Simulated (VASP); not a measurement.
# MgO (an interface model) in VASP: further runs

One crystal, MgO (an interface model), is run at these levels: PBEsol; tasks: single point.

Everything below comes from runs of VASP 6.6.1. Logs are shortened: lines on timing, memory, paths and dates and some standing lists are left out, and cuts for length are marked.

## 1. The crystal as given

The cell holds a interface, 24 atoms: a = 2.980 Å, b = 2.980 Å, c = 29.502 Å, α = 90.00°, β = 90.00°, γ = 120.00°.

## 2. Single point, PBEsol

INCAR

```
SYSTEM = MgO
PREC     = Accurate       ! precision mode
ENCUT    = 520            ! plane-wave cutoff, eV
EDIFF    = 1E-6           ! SCF threshold, eV
ISMEAR   = 0              ! smearing method
SIGMA    = 0.05           ! smearing width, eV
LREAL    = Auto         
LASPH    = .TRUE.         ! aspherical terms in the spheres
NELM     = 100            ! most SCF steps
ALGO     = Fast           ! electronic algorithm
ISIF     = 2              ! what is computed and relaxed
LWAVE    = .FALSE.        ! write WAVECAR
LCHARG   = .FALSE.        ! write CHGCAR
GGA      = PS             ! functional
NBANDS   = 66             ! bands
```

KPOINTS

```
regular mesh
0
G
  12 12 1
  0 0 0
```

POSCAR

```
MgO
1.0
    2.9799310772      0.0000000000      0.0000000000
   -1.4899655386      2.5806960143      0.0000000000
    0.0000000000      0.0000000000     29.5018199150
Mg O
12 12
Direct
    0.0000000000      0.0000000000      0.0000000000
    0.3333333333      0.6666666667      0.0850737680
    0.6666666667      0.3333333333      0.1675322378
    0.0000000000      0.0000000000      0.2500000000
    0.3333333333      0.6666666667      0.3324677622
    0.6666666667      0.3333333333      0.4149262320
    0.3333333333      0.6666666667      0.9149262320
    0.6666666667      0.3333333333      0.8324677622
    0.0000000000      0.0000000000      0.7500000000
    0.3333333333      0.6666666667      0.6675322378
    0.6666666667      0.3333333333      0.5850737680
    0.0000000000      0.0000000000      0.5000000000
    1.0000000000      0.0000000000      0.1263051074
    0.6666666667      0.3333333333      0.0439631758
    0.3333333333      0.6666666667      0.2087668661
    1.0000000000      0.0000000000      0.3736948926
    0.6666666667      0.3333333333      0.2912331339
    0.3333333333      0.6666666667      0.4560368242
    1.0000000000      0.0000000000      0.8736948926
    0.6666666667      0.3333333333      0.9560368242
    0.3333333333      0.6666666667      0.7912331339
    1.0000000000      0.0000000000      0.6263051074
    0.6666666667      0.3333333333      0.7087668661
    0.3333333333      0.6666666667      0.5439631758
```

Potentials or basis: VASP PAW PBE potentials, release 64 (Mg, O).

Run with:

```
$ cat potpaw_PBE.64/Mg/POTCAR potpaw_PBE.64/O/POTCAR > POTCAR
$ mpirun -np 1 vasp_std > vasp.out
```

OUTCAR:

```text
SYSTEM = MgO
   PREC = Accurate
   ENCUT = 520
   EDIFF = 1E-6
   ISMEAR = 0
   LREAL = Auto
   LASPH = .TRUE.
   NELM = 100
   ISIF = 2
   GGA = PS

 ion  position               nearest neighbor table
   1  0.000  0.000  0.000-  14 2.15  20 2.15  14 2.15  20 2.15  14 2.15  20 2.15   2 3.04   7 3.04
                             2 3.04   7 3.04   2 3.04   7 3.04
   2  0.333  0.667  0.085-  14 2.10  14 2.10  14 2.10  13 2.11  13 2.11  13 2.11   3 2.98   3 2.98
                             3 2.98   1 3.04   1 3.04   1 3.04
   3  0.667  0.333  0.168-  13 2.11  13 2.11  13 2.11  15 2.11  15 2.11  15 2.11   2 2.98   2 2.98
                             2 2.98   4 2.98   4 2.98   4 2.98
   4  0.000  0.000  0.250-  15 2.11  17 2.11  15 2.11  17 2.11  17 2.11  15 2.11   3 2.98   5 2.98
                             5 2.98   3 2.98   5 2.98   3 2.98
   5  0.333  0.667  0.332-  16 2.11  16 2.11  16 2.11  17 2.11  17 2.11  17 2.11   6 2.98   6 2.98
                             6 2.98   4 2.98   4 2.98   4 2.98
   6  0.667  0.333  0.415-  18 2.10  18 2.10  18 2.10  16 2.11  16 2.11  16 2.11   5 2.98   5 2.98
                             5 2.98  12 3.04  12 3.04  12 3.04
   7  0.333  0.667  0.915-  20 2.10  20 2.10  20 2.10  19 2.11  19 2.11  19 2.11   8 2.98   8 2.98
                             8 2.98   1 3.04   1 3.04   1 3.04
   8  0.667  0.333  0.832-  19 2.11  19 2.11  19 2.11  21 2.11  21 2.11  21 2.11   7 2.98   7 2.98
                             7 2.98   9 2.98   9 2.98   9 2.98
   9  0.000  0.000  0.750-  21 2.11  23 2.11  21 2.11  23 2.11  23 2.11  21 2.11   8 2.98  10 2.98
[... 5 lines left out ...]
  12  0.000  0.000  0.500-  18 2.15  24 2.15  18 2.15  24 2.15  18 2.15  24 2.15   6 3.04  11 3.04
                             6 3.04  11 3.04   6 3.04  11 3.04
  13  0.000  0.000  0.126-   3 2.11   3 2.11   3 2.11   2 2.11   2 2.11   2 2.11
  14  0.667  0.333  0.044-   2 2.10   2 2.10   2 2.10   1 2.15   1 2.15   1 2.15
  15  0.333  0.667  0.209-   4 2.11   4 2.11   4 2.11   3 2.11   3 2.11   3 2.11
  16  0.000  0.000  0.374-   5 2.11   5 2.11   5 2.11   6 2.11   6 2.11   6 2.11
  17  0.667  0.333  0.291-   4 2.11   4 2.11   4 2.11   5 2.11   5 2.11   5 2.11
  18  0.333  0.667  0.456-   6 2.10   6 2.10   6 2.10  12 2.15  12 2.15  12 2.15
  19  0.000  0.000  0.874-   8 2.11   8 2.11   8 2.11   7 2.11   7 2.11   7 2.11
  20  0.667  0.333  0.956-   7 2.10   7 2.10   7 2.10   1 2.15   1 2.15   1 2.15
  21  0.333  0.667  0.791-   9 2.11   9 2.11   9 2.11   8 2.11   8 2.11   8 2.11
  22  0.000  0.000  0.626-  10 2.11  10 2.11  10 2.11  11 2.11  11 2.11  11 2.11
  23  0.667  0.333  0.709-   9 2.11   9 2.11   9 2.11  10 2.11  10 2.11  10 2.11
  24  0.333  0.667  0.544-  11 2.10  11 2.10  11 2.10  12 2.15  12 2.15  12 2.15

  LATTYP: Found a hexagonal cell.
 ALAT       =     2.9799310772
 C/A-ratio  =     9.9001685444

  Lattice vectors:

 A1 = (   2.9799310772,   0.0000000000,   0.0000000000)
 A2 = (  -1.4899655386,   2.5806960143,   0.0000000000)
 A3 = (   0.0000000000,   0.0000000000,  29.5018199150)

Analysis of symmetry for initial positions (statically):
=====================================================================
 Subroutine PRICEL returns:
 Original cell was already a primitive cell.

 Routine SETGRP: Setting up the symmetry group for a
 hexagonal supercell.

 Subroutine GETGRP returns: Found 24 space group operations
 (whereof 12 operations were pure point group operations)
 out of a pool of 24 trial point group operations.

The static configuration has the point symmetry D_3h.
 The point group associated with its full space group is D_6h.

Analysis of symmetry for dynamics (positions and initial velocities):
=====================================================================
 Subroutine PRICEL returns:
 Original cell was already a primitive cell.

 Routine SETGRP: Setting up the symmetry group for a
 hexagonal supercell.

 Subroutine GETGRP returns: Found 24 space group operations
 (whereof 12 operations were pure point group operations)
 out of a pool of 24 trial point group operations.

The dynamic configuration has the point symmetry D_3h.
 The point group associated with its full space group is D_6h.

 Subroutine INISYM returns: Found 24 space group operations
 (whereof 12 operations are pure point group operations),
 and found     1 'primitive' translations

----------------------------------------------------------------------------------------

                                     Primitive cell

  volume of cell :     226.8777

  direct lattice vectors                    reciprocal lattice vectors
     2.979931077  0.000000000  0.000000000     0.335578231  0.193746182  0.000000000
    -1.489965539  2.580696014  0.000000000     0.000000000  0.387492364  0.000000000
     0.000000000  0.000000000 29.501819915     0.000000000  0.000000000  0.033896214

  length of vectors
     2.979931077  2.979931077 29.501819915     0.387492364  0.387492364  0.033896214

  position of ions in fractional coordinates (direct lattice)
[... 71 lines left out ...]
     0.000000000  0.000000000  0.000000000

 Subroutine IBZKPT returns following result:
 ===========================================

 Found     19 irreducible k-points:

 Following reciprocal coordinates:
            Coordinates               Weight
  0.000000  0.000000  0.000000      1.000000
  0.083333 -0.000000  0.000000      6.000000
  0.166667  0.000000  0.000000      6.000000
  0.250000 -0.000000  0.000000      6.000000
  0.333333  0.000000  0.000000      6.000000
  0.416667  0.000000  0.000000      6.000000
[... 11 lines left out ...]
  0.333333  0.250000  0.000000     12.000000
  0.333333  0.333333  0.000000      2.000000
   k-points           NKPTS =     19   k-points in BZ     NKDIM =     19   number of bands    NBANDS=     66
   number of dos      NEDOS =    301   number of ions     NIONS =     24
   total plane-waves  NPLWV = 129024
   dimension x,y,z NGX =    24 NGY =   24 NGZ =  224
   dimension x,y,z NGXF=    48 NGYF=   48 NGZF=  448
   ions per type =              12  12
   NGX,Y,Z   is equivalent  to a cutoff of  13.39, 13.39, 12.62 a.u.
   NGXF,Y,Z  is equivalent  to a cutoff of  26.78, 26.78, 25.25 a.u.
 SYSTEM =  MgO
   PREC   = accura    normal or accurate (medium, high low for compatibility)
   ISTART =      0    job   : 0-new  1-cont  2-samecut
   ICHARG =      2    charge: 1-file 2-atom 10-const
   ISPIN  =      1    spin polarized calculation?
   LNONCOLLINEAR =      F non collinear calculations
   LSORBIT =      F    spin-orbit coupling
   LASPH  =      T    aspherical Exc in radial PAW
   ENCUT  =  520.0 eV  38.22 Ry    6.18 a.u.   5.54  5.54 54.85*2*pi/ulx,y,z
   NELM   =    100;   NELMIN=  2; NELMDL= -5     # of ELM steps
   EDIFF  = 0.1E-05   stopping-criterion for ELM
   LREAL  =      T    real-space projection
   EDIFFG = 0.1E-04   stopping-criterion for IOM
   NSW    =      0    number of steps for IOM
   IBRION =     -1    ionic relax: 0-MD 1-quasi-New 2-CG
   NFREE  =      0    steps in history (QN), initial steepest desc. (CG)
   ISIF   =      2    stress and relaxation
   ISYM   =      2    0-nonsym 1-usesym 2-fastsym
   POTIM  = 0.5000    time-step for ionic-motion
   TEBEG  =    0.0;   TEEND  =   0.0 temperature during run
   PSTRESS=    0.0 pullay stress
   NELECT =      96.0000    total number of electrons
   NUPDOWN=      -1.0000    fix difference up-down
   EMIN   =  10.00;   EMAX   =-10.00  energy-range for DOS
   EFERMI =   0.00;   METHOD = LEGACY
   ISMEAR =     0;   SIGMA  =   0.05  broadening in eV -4-tet -1-fermi 0-gaus
   EFERMI_NEDOS =   21; number of points for ismear=-14 and -15
   IALGO  =     68    algorithm
   IMIX   =      4    mixing-type and parameters
     AMIX     =   0.40;   BMIX     =  1.00
     AMIX_MAG =   1.60;   BMIX_MAG =  1.00
  volume/ion in A,a.u.               =       9.45        63.79
  Fermi-wavevector in a.u.,A,eV,Ry     =   1.229045  2.322559 20.552318  1.510553
  Thomas-Fermi vector in A             =   2.363948
   LORBIT       =      0    0 simple, 1 ext, 2 COOP (PROOUT), +10 PAW based schemes
   GGA     = PS    functional components
   LHFCALC =     F    Hartree Fock is set to
   AEXX    =    0.0000 exact exchange contribution
   IVDW    =     0    specifies the selected vdW correction
   LEPSILON=     F    determine dielectric tensor
   LRPA    =     F    only Hartree local field effects (RPA)
 non-spin polarized calculation
 RMM-DIIS sequential band-by-band and
 Gauss-broadening in eV      SIGMA  =   0.05
  energy-cutoff  :      520.00
  volume of cell :      226.88
 maximum number of plane-waves:      6203
 NGX is ok and might be reduce to    24
   NGX = 11   NGY = 11   NGZ =109

 number of electron      96.0000016 magnetization

 Free energy of the ion-electron system (eV)
  ---------------------------------------------------
  ext. energy  EPLUGINS =         0.00000000
  ---------------------------------------------------
  free energy    TOTEN  =      -149.18344888 eV

  energy without entropy =     -149.18344888  energy(sigma->0) =     -149.18344888

 E-fermi :   3.3694     XC(G=0): -11.2494

 val. band max:        3.0838073999   @ k =   0.0000   0.0000   0.0000
 cond. band min:       7.2003595927   @ k =   0.0000   0.0000   0.0000
 fundamental gap:      4.1165521928
 Fermi energy:         3.3694397502

 k-point     1 :       0.0000    0.0000    0.0000
  band No.  band energies     occupation
      1     -14.1543      2.00000
      2     -14.0904      2.00000
      3     -14.0680      2.00000
      4     -13.8708      2.00000
      5     -13.8647      2.00000
      6     -13.5655      2.00000
[... 1186 lines left out ...]
     59      13.7162      0.00000
     60      13.7173      0.00000
 [bands above 60 left out]

------------------------ aborting loop because EDIFF is reached ----------------------------------------

  FORCE on cell =-STRESS in cart. coord.  units (eV):
  Direction    XX          YY          ZZ          XY          YZ          ZX
  --------------------------------------------------------------------------------------
  -------------------------------------------------------------------------------------
  Total       -2.2722776     -2.2722776     -0.7689889      0.0000000      0.0000000      0.0000000
  in kB      -16.0464913    -16.0464913     -5.4304871      0.0000000      0.0000000      0.0000000
  external PRESSURE =     -12.5078233 kB  Pullay stress =       0.0000000 kB

 VOLUME and BASIS-vectors are now :
 -----------------------------------------------------------------------------
  energy-cutoff  :      520.00
  volume of cell :      226.88
      direct lattice vectors                 reciprocal lattice vectors
     2.979931077  0.000000000  0.000000000     0.335578231  0.193746182  0.000000000
    -1.489965539  2.580696014  0.000000000     0.000000000  0.387492364  0.000000000
     0.000000000  0.000000000 29.501819915     0.000000000  0.000000000  0.033896214

 POSITION                                       TOTAL-FORCE (eV/Angst)
 -----------------------------------------------------------------------------------
      0.00000      0.00000      0.00000        -0.000000      0.000000      0.000000
     -0.00000      1.72046      2.50983         0.000000     -0.000000      0.000702
      1.48997      0.86023      4.94251         0.000000      0.000000      0.000977
      0.00000      0.00000      7.37545         0.000000      0.000000      0.000000
     -0.00000      1.72046      9.80840         0.000000      0.000000     -0.000977
      1.48997      0.86023     12.24108         0.000000      0.000000     -0.000702
[... 16 lines left out ...]
      1.48997      0.86023     20.90991        -0.000000     -0.000000     -0.002520
     -0.00000      1.72046     16.04790        -0.000000      0.000000     -0.000787
 -----------------------------------------------------------------------------------
    total drift:                               -0.000000      0.000000      0.000000

  FREE ENERGIE OF THE ION-ELECTRON SYSTEM (eV)
  ---------------------------------------------------
  free  energy   TOTEN  =      -149.1834488816 eV

  energy  without entropy=     -149.1834488816  energy(sigma->0) =     -149.18344888
```

Wall time 9.5 min (1 thread of Intel Xeon Platinum 8488C (Sapphire Rapids), shared host); peak memory 0.44 GiB.

Results:

- Free energy: -149.1834 eV
- Pressure: -1.3 GPa
- Band gap on the k mesh: 4.12 eV, direct

Forces in eV/Å, atoms in the order of the input:
```
Mg   0.000  0.000  0.000
Mg   0.000  0.000  0.001
Mg   0.000  0.000  0.001
Mg   0.000  0.000  0.000
Mg   0.000  0.000 -0.001
Mg   0.000  0.000 -0.001
Mg   0.000  0.000 -0.001
Mg   0.000  0.000 -0.001
Mg   0.000  0.000  0.000
Mg   0.000  0.000  0.001
Mg   0.000  0.000  0.001
Mg   0.000  0.000  0.000
O    0.000  0.000  0.000
O    0.000  0.000 -0.001
O    0.000  0.000 -0.003
O    0.000  0.000  0.000
O    0.000  0.000  0.003
O    0.000  0.000  0.001
O    0.000  0.000  0.000
O    0.000  0.000  0.001
O    0.000  0.000  0.003
O    0.000  0.000  0.000
O    0.000  0.000 -0.003
O    0.000  0.000 -0.001
```

Caveat: the PAW data sets were made with another functional, which shifts forces and pressure a little. A hybrid or GW would open this gap; PBEsol tends to underestimate it.

## 3. Single point, PBEsol

This run uses another cell than the first one, of 9.36 Å³/atom, 0.990 times its volume.

INCAR

```
SYSTEM = MgO
PREC = Accurate
ENCUT = 520
EDIFF = 1E-6
ISMEAR = 0
SIGMA = 0.05
LREAL = Auto
LASPH = .TRUE.
NELM = 100
ALGO = Fast
ISIF = 2
LWAVE = .FALSE.
LCHARG = .TRUE.
GGA = PS
LELF = .TRUE.
LVHAR = .TRUE.
NBANDS = 66
```

KPOINTS is that of step 2.

POSCAR

```
MgO
1.0
    2.9799310772      0.0000000000      0.0000000000
   -1.4899655386      2.5806960143      0.0000000000
    0.0000000000      0.0000000000     29.1972424308
Mg O
12 12
Direct
    0.0000000000      0.0000000000      0.0000000000
    0.3333333333      0.6666666667      0.0833333333
    0.6666666667      0.3333333333      0.1666666667
    0.0000000000      0.0000000000      0.2500000000
    0.3333333333      0.6666666667      0.3333333333
    0.6666666667      0.3333333333      0.4166666667
    0.3333333333      0.6666666667      0.9166666667
    0.6666666667      0.3333333333      0.8333333333
    0.0000000000      0.0000000000      0.7500000000
    0.3333333333      0.6666666667      0.6666666667
    0.6666666667      0.3333333333      0.5833333333
    0.0000000000      0.0000000000      0.5000000000
    1.0000000000      0.0000000000      0.1250000000
    0.6666666667      0.3333333333      0.0416666667
    0.3333333333      0.6666666667      0.2083333333
    1.0000000000      0.0000000000      0.3750000000
    0.6666666667      0.3333333333      0.2916666667
    0.3333333333      0.6666666667      0.4583333333
    1.0000000000      0.0000000000      0.8750000000
    0.6666666667      0.3333333333      0.9583333333
    0.3333333333      0.6666666667      0.7916666667
    1.0000000000      0.0000000000      0.6250000000
    0.6666666667      0.3333333333      0.7083333333
    0.3333333333      0.6666666667      0.5416666667
```

Potentials or basis: VASP PAW PBE potentials, release 64 (Mg, O).

Run with:

```
$ cat potpaw_PBE.64/Mg/POTCAR potpaw_PBE.64/O/POTCAR > POTCAR
$ mpirun -np 1 vasp_std > vasp.out
```

OUTCAR:

```text
SYSTEM = MgO
   PREC = Accurate
   ENCUT = 520
   EDIFF = 1E-6
   ISMEAR = 0
   LREAL = Auto
   LASPH = .TRUE.
   NELM = 100
   ISIF = 2
   GGA = PS

 ion  position               nearest neighbor table
   1  0.000  0.000  0.000-  14 2.11  20 2.11  14 2.11  20 2.11  14 2.11  20 2.11   2 2.98   7 2.98
                             2 2.98   7 2.98   2 2.98   7 2.98
   2  0.333  0.667  0.083-  14 2.11  14 2.11  14 2.11  13 2.11  13 2.11  13 2.11   1 2.98   1 2.98
                             1 2.98   3 2.98   3 2.98   3 2.98
   3  0.667  0.333  0.167-  15 2.11  15 2.11  15 2.11  13 2.11  13 2.11  13 2.11   4 2.98   4 2.98
                             4 2.98   2 2.98   2 2.98   2 2.98
   4  0.000  0.000  0.250-  15 2.11  17 2.11  15 2.11  17 2.11  17 2.11  15 2.11   3 2.98   5 2.98
[... 1470 lines left out ...]
  external PRESSURE =       6.3672888 kB  Pullay stress =       0.0000000 kB

 VOLUME and BASIS-vectors are now :
 -----------------------------------------------------------------------------
  energy-cutoff  :      520.00
  volume of cell :      224.54
      direct lattice vectors                 reciprocal lattice vectors
     2.979931077  0.000000000  0.000000000     0.335578231  0.193746182  0.000000000
    -1.489965539  2.580696014  0.000000000     0.000000000  0.387492364  0.000000000
     0.000000000  0.000000000 29.197242431     0.000000000  0.000000000  0.034249810

 POSITION                                       TOTAL-FORCE (eV/Angst)
 -----------------------------------------------------------------------------------
      0.00000      0.00000      0.00000         0.000000     -0.000000      0.000000
     -0.00000      1.72046      2.43310         0.000000     -0.000000      0.197691
      1.48997      0.86023      4.86621         0.000000      0.000000     -0.004274
      0.00000      0.00000      7.29931         0.000000     -0.000000      0.000000
     -0.00000      1.72046      9.73241         0.000000     -0.000000      0.004274
      1.48997      0.86023     12.16552         0.000000      0.000000     -0.197691
[... 16 lines left out ...]
      1.48997      0.86023     20.68138        -0.000000     -0.000000      0.003790
     -0.00000      1.72046     15.81517         0.000000     -0.000000      1.097119
 -----------------------------------------------------------------------------------
    total drift:                                0.000000      0.000000      0.000000

  FREE ENERGIE OF THE ION-ELECTRON SYSTEM (eV)
  ---------------------------------------------------
  free  energy   TOTEN  =      -148.9906727056 eV

  energy  without entropy=     -148.9906727056  energy(sigma->0) =     -148.99067271
```

Run time: 10 min. Hardware: 1 thread of Intel Xeon Platinum 8488C (Sapphire Rapids), shared host; peak memory 0.44 GiB.

What came out:

```
Free energy            : -148.9907 eV
Pressure               : 0.6 GPa
Largest force          : 1.097 eV/Å
Band gap on the k mesh : 4.13 eV, direct
```

Forces on the atoms (eV/Å):
```
Mg   0.000  0.000  0.000
Mg   0.000  0.000  0.198
Mg   0.000  0.000 -0.004
Mg   0.000  0.000  0.000
Mg   0.000  0.000  0.004
Mg   0.000  0.000 -0.198
Mg   0.000  0.000 -0.198
Mg   0.000  0.000  0.004
Mg   0.000  0.000  0.000
Mg   0.000  0.000 -0.004
Mg   0.000  0.000  0.198
Mg   0.000  0.000  0.000
O    0.000  0.000  0.003
O    0.000  0.000  1.097
O    0.000  0.000  0.004
O    0.000  0.000 -0.003
O    0.000  0.000 -0.004
O    0.000  0.000 -1.097
O    0.000  0.000 -0.003
O    0.000  0.000 -1.097
O    0.000  0.000 -0.004
O    0.000  0.000  0.003
O    0.000  0.000  0.004
O    0.000  0.000  1.097
```

Caveat: the PAW data sets were made with another functional, which shifts forces and pressure a little.
